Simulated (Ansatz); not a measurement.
L1₀ (CuAu-type) CoPt was calculated with PBEsol-D3(BJ) (Ansatz, a first-principles code, PAW).

Settings: plane-wave cutoff 520 eV, 20×20×16 k mesh (along the axes of the cell as run), Fermi–Dirac smearing 0.05 eV, spin-polarised with parallel moments, scalar-relativistic PAW data made under PBE.

Computed at the level's own relaxed cell.

Estimate the pressure derivative B′ of the bulk modulus, equilibrium volume per atom, c axis length (two-atom tetragonal cell), bulk modulus B0 and magnetic moment (largest site, within a sphere) that the calculation returns.


- pressure derivative B′ of the bulk modulus = 5.0
- equilibrium volume per atom = 12.59 Å³/atom
- c axis length (two-atom tetragonal cell) = 3.624 Å
- bulk modulus B0 = 272 GPa
- magnetic moment (largest site, within a sphere) = 1.82 μB

The run finds no gap.

Measured, for comparison: lattice parameter c 3.707 Å (temperature not stated, no zero-point or thermal correction; as tabulated in Karoui et al. (2013), arXiv:1204.5845). Computed (rounded) less measured: lattice parameter c -2.2 %.

Note: the bulk modulus comes from volumes at which shape and atoms were relaxed.

Moments are spin moments.

Spin–orbit coupling is not included.

Computed values are for the static lattice.

Computing time: around 9 core-minutes (rough).
